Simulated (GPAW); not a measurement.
Crystal: GaN.

```
Ga N
1.0
     3.18000    0.00000    0.00000
    -1.59000    2.75396    0.00000
     0.00000    0.00000    5.16600
Ga N
2 2
Direct
  0.66667 0.33333 0.50000
  0.33333 0.66667 0.00000
  0.66667 0.33333 0.87500
  0.33333 0.66667 0.37500
```

Base run:

```yaml
Program: GPAW 26.7.0
Functional: PBE
Potentials_or_basis: GPAW PAW data sets (gpaw-data 1.2.1)
Cutoff: 600 eV
Basis: pw
k_mesh: 8 × 8 × 4
Occupations: fermi-dirac, width 0.05 eV
Spin: no spin polarisation
```

Its results: band gap on the k mesh 2.05 eV, direct; pressure 9.7 GPa; largest force 0.181 eV/Å.

Question: The run is repeated on the same cell with these changes: cutoff from 600 eV to 800 eV; k mesh from 8 × 8 × 4 to 10 × 10 × 5. What comes out?

Answer: Band gap on the k mesh 2.09 eV, direct; pressure 15.3 GPa; largest force 0.181 eV/Å.

Caveats: the cutoff is short for stress and forces, so pressures can be off by a GPa or more (some runs); so large a pressure means that the cell lies far from this level's equilibrium, or that cutoff or potentials fall short (some runs).
